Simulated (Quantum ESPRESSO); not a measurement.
# GaP (F-43m) in Quantum ESPRESSO: a series of runs

Runs on GaP. Level: LDA. Tasks: single point, equation of state.

All numbers are computed with Quantum ESPRESSO 7.5; they aren't measurements. Logs are shortened: lines on timing, memory, paths and dates and some standing lists are left out, and cuts for length are marked.

**The experiment to reproduce.**

From “Phosphorous dimerization in GaP at high pressure”, 2017, arxiv:1709.06667, for a bulk crystal of GaP: bulk modulus 87.5 ± 0.6 GPa.

The runs below are set against these values where they give the same quantity.

**1. The crystal as given**

Symmetry: F-43m, No. 216, cubic system. The conventional cell has a = 5.451 Å, b = 5.451 Å, c = 5.451 Å, α = 90.00°, β = 90.00°, γ = 90.00°. Ga (site symmetry -43m) has 4 P at 2.36 Å as nearest neighbours. Around P (site symmetry -43m) lie 4 Ga at 2.36 Å.

**2. Single point, LDA, 19.03 Å³/atom**

pw.in reads:

```
&CONTROL
  calculation = 'scf'
  prefix = 'pwscf'
  outdir = './tmp'
  pseudo_dir = './pseudo'
  tprnfor = .true.
  tstress = .true.
  disk_io = 'nowf'
/
&SYSTEM
  ibrav = 0
  nat = 2
  ntyp = 2
  ecutwfc = 80
  nbnd = 15
  occupations = 'smearing'
  smearing = 'fd'
  degauss = 0.00367493
/
&ELECTRONS
  conv_thr = 4d-10
  electron_maxstep = 120
  mixing_beta = 0.5
/
ATOMIC_SPECIES
Ga    69.7230 Ga.upf
P     30.9738 P.upf
CELL_PARAMETERS angstrom
   0.0000000000    2.6696170428    2.6696170428
   2.6696170428    0.0000000000    2.6696170428
   2.6696170428    2.6696170428    0.0000000000
ATOMIC_POSITIONS crystal
Ga     0.0000000000    0.0000000000    0.0000000000
P      0.7500000000    0.7500000000    0.7500000000
K_POINTS automatic
8 8 8 0 0 0
```

Potentials or basis: PseudoDojo 0.4.1 SR LDA standard.

On the command line:

```console
$ OMP_NUM_THREADS=1 pw.x -in pw.in > pw.out
```

pw.out:

```text
This program is part of the open-source Quantum ESPRESSO suite
     for quantum simulation of materials; please cite
[... 9 lines left out ...]
     --------------------
     sticks:   dense  smooth     PW     G-vecs:    dense   smooth      PW
     Sum        1135    1135    337                24933    24933    4015

     Using Slab Decomposition

     bravais-lattice index     =            0
     lattice parameter (alat)  =       7.1345  a.u.
     unit-cell volume          =     256.7873 (a.u.)^3
     number of atoms/cell      =            2
     number of atomic types    =            2
     number of electrons       =        18.00
     number of Kohn-Sham states=           15
     kinetic-energy cutoff     =      80.0000  Ry
     charge density cutoff     =     320.0000  Ry
     scf convergence threshold =      4.0E-10
     mixing beta               =       0.5000
     number of iterations used =            8  plain     mixing
     Exchange-correlation= SLA  PW   NOGX NOGC
                           (   1   4   0   0   0   0   0)

     celldm(1)=   7.134488  celldm(2)=   0.000000  celldm(3)=   0.000000
     celldm(4)=   0.000000  celldm(5)=   0.000000  celldm(6)=   0.000000

     crystal axes: (cart. coord. in units of alat)
               a(1) = (   0.000000   0.707107   0.707107 )
               a(2) = (   0.707107   0.000000   0.707107 )
               a(3) = (   0.707107   0.707107   0.000000 )

     reciprocal axes: (cart. coord. in units 2 pi/alat)
               b(1) = ( -0.707107  0.707107  0.707107 )
               b(2) = (  0.707107 -0.707107  0.707107 )
               b(3) = (  0.707107  0.707107 -0.707107 )

     PseudoPot. # 1 for Ga read from file:
     Ga.upf
     Pseudo is Norm-conserving + core correction, Zval = 13.0
     Generated using ONCVPSP code by D. R. Hamann
     Using radial grid of 1858 points,  6 beta functions with:
                l(1) =   0
                l(2) =   0
                l(3) =   1
                l(4) =   1
                l(5) =   2
                l(6) =   2

     PseudoPot. # 2 for P  read from file:
     P.upf
     Pseudo is Norm-conserving + core correction, Zval =  5.0
     Generated using ONCVPSP code by D. R. Hamann
     Using radial grid of 1298 points,  6 beta functions with:
                l(1) =   0
                l(2) =   0
                l(3) =   1
                l(4) =   1
                l(5) =   2
                l(6) =   2

     atomic species   valence    mass     pseudopotential
     Ga               13.00    69.72300     Ga( 1.00)
     P                 5.00    30.97380     P ( 1.00)

     24 Sym. Ops. (no inversion) found

   Cartesian axes

     site n.     atom                  positions (alat units)
         1        Ga     tau(   1) = (   0.0000000   0.0000000   0.0000000  )
         2        P      tau(   2) = (   1.0606602   1.0606602   1.0606602  )

     number of k points=    29  Fermi-Dirac smearing, width (Ry)=  0.0037
                       cart. coord. in units 2pi/alat
        k(    1) = (   0.0000000   0.0000000   0.0000000), wk =   0.0039062
        k(    2) = (   0.0883883   0.0883883  -0.0883883), wk =   0.0312500
        k(    3) = (   0.1767767   0.1767767  -0.1767767), wk =   0.0312500
        k(    4) = (   0.2651650   0.2651650  -0.2651650), wk =   0.0312500
        k(    5) = (  -0.3535534  -0.3535534   0.3535534), wk =   0.0156250
        k(    6) = (   0.1767767   0.0000000   0.0000000), wk =   0.0234375
        k(    7) = (   0.2651650   0.0883883  -0.0883883), wk =   0.0937500
        k(    8) = (   0.3535534   0.1767767  -0.1767767), wk =   0.0937500
        k(    9) = (  -0.2651650  -0.4419417   0.4419417), wk =   0.0937500
        k(   10) = (  -0.1767767  -0.3535534   0.3535534), wk =   0.0937500
        k(   11) = (  -0.0883883  -0.2651650   0.2651650), wk =   0.0937500
        k(   12) = (   0.0000000  -0.1767767   0.1767767), wk =   0.0468750
        k(   13) = (   0.3535534   0.0000000   0.0000000), wk =   0.0234375
        k(   14) = (   0.4419417   0.0883883  -0.0883883), wk =   0.0937500
        k(   15) = (  -0.1767767  -0.5303301   0.5303301), wk =   0.0937500
        k(   16) = (  -0.0883883  -0.4419417   0.4419417), wk =   0.0937500
        k(   17) = (   0.0000000  -0.3535534   0.3535534), wk =   0.0468750
        k(   18) = (   0.5303301  -0.0000000   0.0000000), wk =   0.0234375
        k(   19) = (  -0.0883883  -0.6187184   0.6187184), wk =   0.0937500
        k(   20) = (   0.0000000  -0.5303301   0.5303301), wk =   0.0468750
        k(   21) = (  -0.7071068   0.0000000   0.0000000), wk =   0.0117188
        k(   22) = (   0.3535534   0.1767767   0.0000000), wk =   0.0937500
        k(   23) = (  -0.2651650  -0.4419417   0.6187184), wk =   0.1875000
        k(   24) = (  -0.1767767  -0.3535534   0.5303301), wk =   0.0937500
        k(   25) = (  -0.1767767  -0.5303301   0.7071068), wk =   0.0937500
        k(   26) = (  -0.0883883  -0.4419417   0.6187184), wk =   0.1875000
        k(   27) = (   0.0000000  -0.3535534   0.5303301), wk =   0.0937500
        k(   28) = (  -0.7071068   0.1767767  -0.0000000), wk =   0.0468750
        k(   29) = (  -0.7071068   0.3535534   0.0000000), wk =   0.0234375

     Dense  grid:    24933 G-vectors     FFT dimensions: (  45,  45,  45)

     Initial potential from superposition of free atoms

     starting charge      17.9978, renormalised to      18.0000
     Starting wfcs are   13 randomized atomic wfcs +    2 random wfcs

     Self-consistent Calculation

     iteration #  1     ecut=    80.00 Ry     beta= 0.50
     Davidson diagonalization with overlap
     ethr =  1.00E-02,  avg # of iterations =  4.7

     Threshold (ethr) on eigenvalues was too large:
     Diagonalizing with lowered threshold

     Davidson diagonalization with overlap
     ethr =  4.04E-04,  avg # of iterations =  2.1

     total energy              =    -166.68788681 Ry
     estimated scf accuracy    <       0.07297007 Ry

     iteration #  2     ecut=    80.00 Ry     beta= 0.50
     Davidson diagonalization with overlap
     ethr =  4.05E-04,  avg # of iterations =  2.0

     total energy              =    -166.69793818 Ry
     estimated scf accuracy    <       0.00633453 Ry

     iteration #  3     ecut=    80.00 Ry     beta= 0.50
[... 37 lines left out ...]

     total energy              =    -166.69807084 Ry
     estimated scf accuracy    <       0.00000001 Ry

     iteration #  9     ecut=    80.00 Ry     beta= 0.50
     Davidson diagonalization with overlap
     ethr =  1.33E-11,  avg # of iterations =  2.0

     End of self-consistent calculation

          k = 0.0000 0.0000 0.0000 (  3119 PWs)   bands (ev):

    -6.6141  -6.6141  -6.6141  -6.4950  -6.4950  -4.8036   8.1970   8.1970
     8.1970  10.3179  11.9748  11.9748  11.9748  16.9744  18.0208

          k = 0.0884 0.0884-0.0884 (  3092 PWs)   bands (ev):

    -6.6313  -6.6084  -6.6084  -6.4951  -6.4951  -4.5841   6.5066   7.9395
     7.9395  10.8073  12.3557  12.3557  12.6960  17.3463  17.3464

          k = 0.1768 0.1768-0.1768 (  3104 PWs)   bands (ev):

    -6.6681  -6.5963  -6.5963  -6.4936  -6.4936  -3.9607   4.1185   7.4652
     7.4652  10.4015  12.8843  12.8843  14.7025  17.1561  17.1562

          k = 0.2652 0.2652-0.2652 (  3097 PWs)   bands (ev):

    -6.7002  -6.5872  -6.5872  -6.4890  -6.4890  -3.0764   2.0798   7.1041
     7.1041  10.0244  12.9015  12.9015  16.2384  18.1178  18.4234

          k =-0.3536-0.3536 0.3536 (  3100 PWs)   bands (ev):

    -6.7126  -6.5844  -6.5844  -6.4861  -6.4861  -2.5123   1.1195   6.9750
     6.9750   9.8915  12.8148  12.8148  16.3701  19.2935  19.9823

          k = 0.1768 0.0000 0.0000 (  3107 PWs)   bands (ev):

    -6.6418  -6.6030  -6.6030  -6.5003  -6.4911  -4.5116   6.6441   7.4712
     7.4712  11.1783  11.7998  13.0040  13.0040  16.2384  18.2704

          k = 0.2652 0.0884-0.0884 (  3100 PWs)   bands (ev):

    -6.6703  -6.5929  -6.5903  -6.5043  -6.4875  -4.0227   4.7887   6.9410
     6.9892  11.1061  12.1751  13.7754  13.8607  16.2781  18.2515

          k = 0.3536 0.1768-0.1768 (  3083 PWs)   bands (ev):

    -6.6982  -6.5850  -6.5798  -6.5022  -6.4841  -3.2077   2.7309   6.3734
     6.6315  10.9412  12.5818  13.8598  14.5815  17.9753  19.1440

          k =-0.2652-0.4419 0.4419 (  3097 PWs)   bands (ev):

    -6.7132  -6.5817  -6.5763  -6.4947  -6.4845  -2.4319   1.3457   5.9079
     6.6297  10.8074  12.5761  13.5391  16.2680  18.3206  19.9850

          k =-0.1768-0.3536 0.3536 (  3101 PWs)   bands (ev):

    -6.7086  -6.5823  -6.5792  -6.4912  -6.4896  -2.6373   1.6803   5.7350
     6.9251  10.9013  12.7579  13.3005  16.3314  17.9469  18.6712

          k =-0.0884-0.2652 0.2652 (  3092 PWs)   bands (ev):

    -6.6860  -6.5888  -6.5870  -6.4981  -6.4896  -3.5066   3.3842   5.9351
     7.4260  11.1988  13.0440  13.0596  14.6807  16.4027  18.8420

          k = 0.0000-0.1768 0.1768 (  3088 PWs)   bands (ev):

    -6.6549  -6.6018  -6.5970  -6.4987  -6.4918  -4.2299   5.3278   6.6914
     7.9021  11.3816  12.4393  12.5123  13.8546  16.3316  17.6714

          k = 0.3536 0.0000 0.0000 (  3122 PWs)   bands (ev):

    -6.6945  -6.5757  -6.5757  -6.5158  -6.4818  -3.6807   4.4243   6.3451
     6.3451  10.1822  11.8979  15.0311  15.0311  16.1393  18.9910

          k = 0.4419 0.0884-0.0884 (  3101 PWs)   bands (ev):

    -6.7156  -6.5661  -6.5627  -6.5203  -6.4779  -2.9875   3.0399   5.5585
     5.9876  10.3409  11.7789  14.9873  15.6147  18.2495  19.7457

          k =-0.1768-0.5303 0.5303 (  3116 PWs)   bands (ev):

    -6.7238  -6.5678  -6.5577  -6.5141  -6.4797  -2.1738   1.7347   4.6652
     5.9732  10.4956  13.1656  14.8163  15.3096  19.2557  20.0771

          k =-0.0884-0.4419 0.4419 (  3105 PWs)   bands (ev):

    -6.7188  -6.5736  -6.5612  -6.5029  -6.4886  -2.0185   1.5373   4.1891
     6.3021  10.8010  13.9471  14.8086  15.8220  17.6179  17.9141

          k = 0.0000-0.3536 0.3536 (  3102 PWs)   bands (ev):

    -6.7046  -6.5797  -6.5733  -6.4971  -6.4934  -2.7474   2.5326   4.4725
     6.8774  11.3381  13.9401  14.0567  14.5332  16.4568  19.4482

          k = 0.5303-0.0000 0.0000 (  3090 PWs)   bands (ev):

    -6.7364  -6.5471  -6.5471  -6.5333  -6.4724  -2.4450   2.2960   5.5494
     5.5494   9.5980  10.5342  17.3244  17.3244  18.3363  20.0247

          k =-0.0884-0.6187 0.6187 (  3103 PWs)   bands (ev):

    -6.7426  -6.5475  -6.5410  -6.5313  -6.4725  -1.7682   1.4428   4.7469
     5.4573   9.8680  10.9192  17.2344  17.5447  19.6826  20.3072

          k = 0.0000-0.5303 0.5303 (  3108 PWs)   bands (ev):

    -6.7332  -6.5594  -6.5459  -6.5197  -6.4803  -1.5415   1.2791   3.8746
     5.7329  10.1841  12.9938  16.5683  16.5697  17.7396  18.6346

          k =-0.7071 0.0000 0.0000 (  3138 PWs)   bands (ev):

    -6.7518  -6.5410  -6.5350  -6.5350  -6.4686  -1.5096   1.0487   5.2695
     5.2695   9.5779   9.8190  19.0902  19.0902  19.7292  21.2927

          k = 0.3536 0.1768 0.0000 (  3090 PWs)   bands (ev):

    -6.6943  -6.5821  -6.5772  -6.5090  -6.4841  -3.4310   3.6776   5.5544
     6.8021  11.4343  12.3677  13.5054  14.7920  16.8327  19.4534

          k =-0.2652-0.4419 0.6187 (  3093 PWs)   bands (ev):

    -6.7118  -6.5779  -6.5661  -6.5064  -6.4843  -2.5930   2.1987   4.8822
     6.3014  11.6917  12.5690  13.8765  15.3687  17.8757  19.8896

          k =-0.1768-0.3536 0.5303 (  3110 PWs)   bands (ev):

    -6.7182  -6.5773  -6.5623  -6.5020  -6.4863  -2.0652   1.3865   4.7275
     6.0666  11.7083  12.3372  14.7408  16.1673  17.1976  20.2527

          k =-0.1768-0.5303 0.7071 (  3106 PWs)   bands (ev):

    -6.7285  -6.5610  -6.5506  -6.5226  -6.4770  -2.2714   2.1063   4.8383
     5.4579  10.8860  11.5754  14.8108  17.2999  18.4144  20.8157

          k =-0.0884-0.4419 0.6187 (  3110 PWs)   bands (ev):

    -6.7288  -6.5663  -6.5466  -6.5158  -6.4822  -1.6548   1.4191   4.1241
     5.2544  11.3147  13.0980  14.4089  16.4490  18.0405  20.7226

          k = 0.0000-0.3536 0.5303 (  3106 PWs)   bands (ev):

    -6.7217  -6.5731  -6.5519  -6.5087  -6.4872  -1.8685   1.6477   3.9562
     5.6449  11.7649  13.7130  13.8026  16.3160  17.2781  19.0221

          k =-0.7071 0.1768-0.0000 (  3118 PWs)   bands (ev):

    -6.7413  -6.5506  -6.5422  -6.5259  -6.4750  -1.4510   1.1550   4.7344
     4.7970  10.7812  11.0338  16.8351  16.9440  20.0348  20.2473

          k =-0.7071 0.3536 0.0000 (  3112 PWs)   bands (ev):

    -6.7289  -6.5680  -6.5426  -6.5143  -6.4847  -1.3897   1.2788   4.2804
     4.4192  12.8134  13.2302  14.1980  14.3502  20.1378  20.2312

     the Fermi energy is     8.8668 ev

!    total energy              =    -166.69807084 Ry
     estimated scf accuracy    <          1.1E-10 Ry
     smearing contrib. (-TS)   =      -0.00000000 Ry
     internal energy E=F+TS    =    -166.69807084 Ry

     The total energy is F=E-TS. E is the sum of the following terms:
     one-electron contribution =     -74.00505764 Ry
     hartree contribution      =      51.13098068 Ry
     xc contribution           =     -45.33584360 Ry
     ewald contribution        =     -98.48815028 Ry

     convergence has been achieved in   9 iterations

     Forces acting on atoms (cartesian axes, Ry/au):

     atom    1 type  1   force =    -0.00000000    0.00000000    0.00000000
     atom    2 type  2   force =     0.00000000    0.00000000    0.00000000

     Total force =     0.000000     Total SCF correction =     0.000000

     Computing stress (Cartesian axis) and pressure

          total   stress  (Ry/bohr**3)                   (kbar)     P=       25.49
   0.00017328   0.00000000   0.00000000           25.49        0.00        0.00
   0.00000000   0.00017328   0.00000000            0.00       25.49        0.00
   0.00000000   0.00000000   0.00017328            0.00        0.00       25.49

=------------------------------------------------------------------------------=
   JOB DONE.
=------------------------------------------------------------------------------=
```

Run time: 18 s. Hardware: 1 thread of Intel Xeon Platinum 8488C (Sapphire Rapids), shared host; peak memory 0.07 GiB.

What came out:

```
Free energy            : -2268.0428 eV
Pressure               : 2.5 GPa
Band gap on the k mesh : 1.38 eV, indirect (least direct gap 2.12 eV)
```

**3. Single point, LDA, 19.43 Å³/atom**

Edit pw.in of step 2 so:

```diff
@@ -28,5 +28,5 @@
 CELL_PARAMETERS angstrom
-   0.0000000000    2.6696170428    2.6696170428
-   2.6696170428    0.0000000000    2.6696170428
-   2.6696170428    2.6696170428    0.0000000000
+   0.0000000000    2.6884177822    2.6884177822
+   2.6884177822    0.0000000000    2.6884177822
+   2.6884177822    2.6884177822    0.0000000000
 ATOMIC_POSITIONS crystal
```

Potentials or basis: PseudoDojo 0.4.1 SR LDA standard.

On the command line:

```console
$ OMP_NUM_THREADS=1 pw.x -in pw.in > pw.out
```

Wall time 18 s (1 thread of Intel Xeon Platinum 8488C (Sapphire Rapids), shared host); peak memory 0.08 GiB.

It converged, with:

```yaml
Free_energy: -2268.0506 eV
Pressure: 0.5 GPa
Band_gap_on_the_k_mesh: 1.43 eV, indirect (least direct gap 1.94 eV)
```

**4. Single point, LDA, 19.84 Å³/atom**

Edit pw.in of step 3 so:

```diff
@@ -28,5 +28,5 @@
 CELL_PARAMETERS angstrom
-   0.0000000000    2.6884177822    2.6884177822
-   2.6884177822    0.0000000000    2.6884177822
-   2.6884177822    2.6884177822    0.0000000000
+   0.0000000000    2.7069591804    2.7069591804
+   2.7069591804    0.0000000000    2.7069591804
+   2.7069591804    2.7069591804    0.0000000000
 ATOMIC_POSITIONS crystal
```

On the command line:

```console
$ OMP_NUM_THREADS=1 pw.x -in pw.in > pw.out
```

It took 18 s on 1 thread of Intel Xeon Platinum 8488C (Sapphire Rapids), shared host; peak memory 0.08 GiB.

Results (log left out):

- Free energy: -2268.0486 eV
- Pressure: -1.3 GPa
- Band gap on the k mesh: 1.47 eV, indirect (least direct gap 1.77 eV)

**5. Single point, LDA, 20.24 Å³/atom**

Edit pw.in of step 4 so:

```diff
@@ -28,5 +28,5 @@
 CELL_PARAMETERS angstrom
-   0.0000000000    2.7069591804    2.7069591804
-   2.7069591804    0.0000000000    2.7069591804
-   2.7069591804    2.7069591804    0.0000000000
+   0.0000000000    2.7252500000    2.7252500000
+   2.7252500000    0.0000000000    2.7252500000
+   2.7252500000    2.7252500000    0.0000000000
 ATOMIC_POSITIONS crystal
```

On the command line:

```console
$ OMP_NUM_THREADS=1 pw.x -in pw.in > pw.out
```

Run time: 18 s. Hardware: 1 thread of Intel Xeon Platinum 8488C (Sapphire Rapids), shared host; peak memory 0.08 GiB.

It converged, with:

- Free energy: -2268.0380 eV
- Pressure: -2.9 GPa
- Band gap on the k mesh: 1.50 eV, indirect (least direct gap 1.60 eV)

**6. Single point, LDA, 20.65 Å³/atom**

Edit pw.in of step 5 so:

```diff
@@ -28,5 +28,5 @@
 CELL_PARAMETERS angstrom
-   0.0000000000    2.7252500000    2.7252500000
-   2.7252500000    0.0000000000    2.7252500000
-   2.7252500000    2.7252500000    0.0000000000
+   0.0000000000    2.7432985392    2.7432985392
+   2.7432985392    0.0000000000    2.7432985392
+   2.7432985392    2.7432985392    0.0000000000
 ATOMIC_POSITIONS crystal
```

Potentials or basis: PseudoDojo 0.4.1 SR LDA standard.

On the command line:

```console
$ OMP_NUM_THREADS=1 pw.x -in pw.in > pw.out
```

Run time: 18 s. Hardware: 1 thread of Intel Xeon Platinum 8488C (Sapphire Rapids), shared host; peak memory 0.08 GiB.

Results (log left out):

```yaml
Free_energy: -2268.0196 eV
Pressure: -4.4 GPa
Band_gap_on_the_k_mesh: 1.44 eV, direct
```

**7. Single point, LDA, 21.05 Å³/atom**

Edit pw.in of step 6 so:

```diff
@@ -28,5 +28,5 @@
 CELL_PARAMETERS angstrom
-   0.0000000000    2.7432985392    2.7432985392
-   2.7432985392    0.0000000000    2.7432985392
-   2.7432985392    2.7432985392    0.0000000000
+   0.0000000000    2.7611126653    2.7611126653
+   2.7611126653    0.0000000000    2.7611126653
+   2.7611126653    2.7611126653    0.0000000000
 ATOMIC_POSITIONS crystal
```

On the command line:

```console
$ OMP_NUM_THREADS=1 pw.x -in pw.in > pw.out
```

Run time: 18 s. Hardware: 1 thread of Intel Xeon Platinum 8488C (Sapphire Rapids), shared host; peak memory 0.08 GiB.

Results (log left out):

```yaml
Free_energy: -2267.9942 eV
Pressure: -5.7 GPa
Band_gap_on_the_k_mesh: 1.28 eV, direct
```

**8. Single point, LDA, 21.45 Å³/atom**

Edit pw.in of step 7 so:

```diff
@@ -28,5 +28,5 @@
 CELL_PARAMETERS angstrom
-   0.0000000000    2.7611126653    2.7611126653
-   2.7611126653    0.0000000000    2.7611126653
-   2.7611126653    2.7611126653    0.0000000000
+   0.0000000000    2.7786998443    2.7786998443
+   2.7786998443    0.0000000000    2.7786998443
+   2.7786998443    2.7786998443    0.0000000000
 ATOMIC_POSITIONS crystal
```

On the command line:

```console
$ OMP_NUM_THREADS=1 pw.x -in pw.in > pw.out
```

Wall time 19 s (1 thread of Intel Xeon Platinum 8488C (Sapphire Rapids), shared host); peak memory 0.08 GiB.

The run converged. Its results:

```
Free energy            : -2267.9627 eV
Pressure               : -6.8 GPa
Band gap on the k mesh : 1.13 eV, direct
```

**9. Equation of state, LDA**

Potentials or basis: PseudoDojo 0.4.1 SR LDA standard.

No new run: the results of the series are fitted here.

What came out:

```yaml
Equilibrium_volume: 19.55 Å³/atom
Bulk_modulus: 90 GPa
Pressure_derivative_of_the_bulk_modulus: 4.5
```

Energy against volume, from the lowest point:
| volume (Å³/atom) | energy (meV/atom) |
| --- | --- |
| 19.026 | 3.90 |
| 19.431 | 0.00 |
| 19.836 | 0.97 |
| 20.240 | 6.30 |
| 20.645 | 15.51 |
| 21.050 | 28.19 |
| 21.455 | 43.95 |

LDA usually gives volumes a few per cent too small.

**10. Comparison with measurements**

Step 9. A measured bulk modulus of GaP is 87.5 GPa (“Phosphorous dimerization in GaP at high pressure”, 2017, arxiv:1709.06667); the calculated 90 GPa misses it by +3.0 %. The fit is for a static lattice scaled at fixed shape and fixed fractional positions.
